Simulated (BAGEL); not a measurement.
# RI-MP2/cc-pVDZ (density fitting with qzvpp-jkfit) run of C3H7O+ (SMILES CC(C)=[OH+])

What is the energy change on altering one bond length of C3H7O+ at RI-MP2/cc-pVDZ (density fitting with qzvpp-jkfit)? 

Program for the calculation: BAGEL 1.2.2.

1 further run of the same task is left out (set aside as unsound or not needed).

### 1 The system as given

The species is C3H7O+ (11 atoms), meant as a singlet with charge +1. As SMILES, `CC(C)=[OH+]`. Geometry: relaxed at GFN2-xTB.

Bond lengths: C1–C2 1.457 Å, C2–C3 1.463 Å, C2–O4 1.270 Å, C1–H5 1.088 Å, C1–H6 1.093 Å, C1–H7 1.094 Å, C3–H8 1.086 Å, C3–H9 1.095 Å, C3–H10 1.094 Å, O4–H11 0.978 Å. Some angles: C1–C2–C3 121.1°, C1–C2–O4 116.9°, C3–C2–O4 122.0°, C2–C1–H5 111.8°, C2–C1–H6 110.0°, C2–C1–H7 110.0°, C2–C3–H8 112.6°, C2–C3–H9 110.4°, C2–C3–H10 110.5°, C2–O4–H11 118.0°.

### 2 The energy at RI-MP2/cc-pVDZ (density fitting with qzvpp-jkfit)

File job.json:

```json
{ "bagel" : [

{
  "title" : "molecule",
  "basis" : "cc-pvdz.json",
  "df_basis" : "qzvpp-jkfit",
  "angstrom" : "true",
  "geometry" : [
    { "atom" : "C", "xyz" : [   -0.399350,    1.159620,   -0.667210 ] },
    { "atom" : "C", "xyz" : [   -0.159140,   -0.213250,   -0.242280 ] },
    { "atom" : "C", "xyz" : [    0.605490,   -0.507090,    0.970250 ] },
    { "atom" : "O", "xyz" : [   -0.643210,   -1.133090,   -0.971570 ] },
    { "atom" : "H", "xyz" : [   -0.984190,    1.202750,   -1.583550 ] },
    { "atom" : "H", "xyz" : [   -0.906210,    1.714010,    0.127360 ] },
    { "atom" : "H", "xyz" : [    0.552830,    1.679180,   -0.806410 ] },
    { "atom" : "H", "xyz" : [    0.941840,    0.391170,    1.479810 ] },
    { "atom" : "H", "xyz" : [    1.476280,   -1.125630,    0.731000 ] },
    { "atom" : "H", "xyz" : [    0.007680,   -1.106400,    1.663970 ] },
    { "atom" : "H", "xyz" : [   -0.492040,   -2.061260,   -0.701370 ] }
  ]
},
{ "title" : "hf", "charge" : 1 },
{ "title" : "mp2", "charge" : 1, "ncore" : 4 }

]}
```

The basis set cc-pVDZ is read from a file made from the Basis Set Exchange's data (not shown).

Started as:

```console
$ BAGEL_NUM_THREADS=1 BAGEL job.json > job.out
```

Log:

```text
* using 1 threads per process

  ===============================================================
  ===============================================================

  *** Geometry ***

  { "atom" : "C", "xyz" : [     -0.754662,      2.191364,     -1.260844 ] },
  { "atom" : "C", "xyz" : [     -0.300731,     -0.402984,     -0.457843 ] },
  { "atom" : "C", "xyz" : [      1.144210,     -0.958261,      1.833507 ] },
  { "atom" : "O", "xyz" : [     -1.215491,     -2.141230,     -1.836001 ] },
  { "atom" : "H", "xyz" : [     -1.859850,      2.272868,     -2.992476 ] },
  { "atom" : "H", "xyz" : [     -1.712489,      3.239009,      0.240676 ] },
  { "atom" : "H", "xyz" : [      1.044697,      3.173190,     -1.523894 ] },
  { "atom" : "H", "xyz" : [      1.779820,      0.739204,      2.796436 ] },
  { "atom" : "H", "xyz" : [      2.789765,     -2.127132,      1.381390 ] },
  { "atom" : "H", "xyz" : [      0.014513,     -2.090793,      3.144448 ] },
  { "atom" : "H", "xyz" : [     -0.929821,     -3.895217,     -1.325397 ] },

  Number of auxiliary basis functions:      428

  Since a DF basis is specified, we compute 2- and 3-index integrals:
    o Being stored without compression. Storage requirement is 0.028 GB

  Number of basis functions:       91
  Number of electrons      :       33

    * METHOD: MOLECULE                             0.51

  *** RHF ***

  === Nuclear Repulsion ===
   129.2027827228

      * DIIS with orbital gradients will be used.

  === RHF iteration (cc-pvdz.json) ===
      0       -192.12519498          0.01365088           0.11
      1       -192.26997041          0.00755950           0.10
      2       -192.30403358          0.00192522           0.12
      3       -192.30695076          0.00059069           0.11
      4       -192.30719994          0.00011055           0.09
      5       -192.30721357          0.00002860           0.10
      6       -192.30721439          0.00000977           0.11
      7       -192.30721447          0.00000209           0.11
      8       -192.30721447          0.00000065           0.10
      9       -192.30721447          0.00000020           0.10
     10       -192.30721447          0.00000009           0.12
     11       -192.30721447          0.00000002           0.11
     12       -192.30721447          0.00000001           0.10
    * SCF iteration converged.

    * Permanent dipole moment:
           (   -0.297942,     0.401915,    -0.479540) a.u.

    * METHOD: HF                                   1.72

  *** RHF ***

  === Nuclear Repulsion ===
   129.2027827228

      * DIIS with orbital gradients will be used.

  === RHF iteration (cc-pvdz.json) ===
      0       -192.30721447          0.00000000           0.11
    * SCF iteration converged.

    * Permanent dipole moment:
           (   -0.297943,     0.401915,    -0.479541) a.u.

  === DF-MP2 calculation ===

    * freezing 4 orbitals
    * 3-index integral transformation done
    * assembly done

      MP2 correlation energy:   -0.5873555077      0.13

      MP2 total energy:       -192.8945699809

    * METHOD: MP2                                  0.40

  ===============================================================
```

It took 3.3 s on 1 thread of Intel Xeon at 2.50GHz (Skylake/Cascade Lake), shared host; peak memory 0.11 GiB.

### 3 The distorted shape

File mp2.json:

```json
{ "bagel" : [

{
  "title" : "molecule",
  "basis" : "cc-pvdz.json",
  "df_basis" : "qzvpp-jkfit",
  "angstrom" : true,
  "geometry" : [
    { "atom" : "C", "xyz" : [      -0.685019,       1.003744,      -0.625448 ] },
    { "atom" : "C", "xyz" : [      -0.444809,      -0.369126,      -0.200518 ] },
    { "atom" : "C", "xyz" : [       0.319821,      -0.662966,       1.012012 ] },
    { "atom" : "O", "xyz" : [      -0.928879,      -1.288966,      -0.929808 ] },
    { "atom" : "H", "xyz" : [      -1.269859,       1.046874,      -1.541788 ] },
    { "atom" : "H", "xyz" : [      -1.191879,       1.558134,       0.169122 ] },
    { "atom" : "H", "xyz" : [       0.552830,       1.679180,      -0.806410 ] },
    { "atom" : "H", "xyz" : [       0.656171,       0.235294,       1.521572 ] },
    { "atom" : "H", "xyz" : [       1.190611,      -1.281506,       0.772762 ] },
    { "atom" : "H", "xyz" : [      -0.277989,      -1.262276,       1.705732 ] },
    { "atom" : "H", "xyz" : [      -0.777709,      -2.217136,      -0.659608 ] }
  ]
},

{
  "title" : "hf",
  "charge" : 1
},

{
  "title" : "mp2",
  "charge" : 1,
  "ncore" : 4
}

]}
```

The basis set cc-pVDZ is read from a file made from the Basis Set Exchange's data (not shown).

Started as:

```console
$ BAGEL_NUM_THREADS=1 BAGEL mp2.json > mp2.out
```

Log:

```text
* using 1 threads per process

  ===============================================================
  ===============================================================

  *** Geometry ***

  { "atom" : "C", "xyz" : [     -1.294498,      1.896801,     -1.181925 ] },
  { "atom" : "C", "xyz" : [     -0.840567,     -0.697547,     -0.378924 ] },
  { "atom" : "C", "xyz" : [      0.604374,     -1.252824,      1.912426 ] },
  { "atom" : "O", "xyz" : [     -1.755327,     -2.435793,     -1.757082 ] },
  { "atom" : "H", "xyz" : [     -2.399686,      1.978305,     -2.913557 ] },
  { "atom" : "H", "xyz" : [     -2.252325,      2.944447,      0.319594 ] },
  { "atom" : "H", "xyz" : [      1.044697,      3.173190,     -1.523894 ] },
  { "atom" : "H", "xyz" : [      1.239983,      0.444641,      2.875354 ] },
  { "atom" : "H", "xyz" : [      2.249929,     -2.421695,      1.460309 ] },
  { "atom" : "H", "xyz" : [     -0.525323,     -2.385356,      3.223366 ] },
  { "atom" : "H", "xyz" : [     -1.469657,     -4.189780,     -1.246478 ] },

  Number of auxiliary basis functions:      428

  Since a DF basis is specified, we compute 2- and 3-index integrals:
    o Being stored without compression. Storage requirement is 0.028 GB

  Number of basis functions:       91
  Number of electrons      :       33

    * METHOD: MOLECULE                             0.56

  *** RHF ***

  === Nuclear Repulsion ===
   128.0935081510

      * DIIS with orbital gradients will be used.

  === RHF iteration (cc-pvdz.json) ===
      0       -192.08709515          0.01330859           0.13
      1       -192.22898827          0.00747700           0.12
      2       -192.26308032          0.00188479           0.16
      3       -192.26600198          0.00057540           0.12
      4       -192.26624670          0.00011293           0.12
      5       -192.26626145          0.00002830           0.10
      6       -192.26626237          0.00000829           0.10
      7       -192.26626243          0.00000214           0.11
      8       -192.26626244          0.00000068           0.09
      9       -192.26626244          0.00000020           0.09
     10       -192.26626244          0.00000009           0.13
     11       -192.26626244          0.00000003           0.09
     12       -192.26626244          0.00000001           0.08
    * SCF iteration converged.

    * Permanent dipole moment:
           (   -0.317011,     0.345833,    -0.456282) a.u.

    * METHOD: HF                                   1.79

  *** RHF ***

  === Nuclear Repulsion ===
   128.0935081510

      * DIIS with orbital gradients will be used.

  === RHF iteration (cc-pvdz.json) ===
      0       -192.26626244          0.00000000           0.09
    * SCF iteration converged.

    * Permanent dipole moment:
           (   -0.317010,     0.345833,    -0.456282) a.u.

  === DF-MP2 calculation ===

    * freezing 4 orbitals
    * 3-index integral transformation done
    * assembly done

      MP2 correlation energy:   -0.5922905052      0.10

      MP2 total energy:       -192.8585529436

    * METHOD: MP2                                  0.35

  ===============================================================
```

Run time: 3.3 s. Hardware: 1 thread of Intel Xeon at 2.50GHz (Skylake/Cascade Lake), shared host; peak memory 0.11 GiB.

### 4 Results

Level: RI-MP2/cc-pVDZ (density fitting with qzvpp-jkfit), 4 core orbitals frozen.

```
                                                         quantity          value
                                        first shape: total energy  -192.89457 Eh
         first shape: correlation energy (4 core orbitals frozen)     -587.4 mEh
                                    distorted shape: total energy  -192.85855 Eh
     distorted shape: correlation energy (4 core orbitals frozen)     -592.3 mEh
energy change with the C1–H7 bond stretched from 1.094 to 1.422 Å       0.980 eV
```

What this shows: With the C1–H7 bond stretched from 1.094 to 1.422 Å the energy rises by 0.98 eV (22.6 kcal/mol). The first shape isn't relaxed at this level, so the change isn't measured from a minimum.
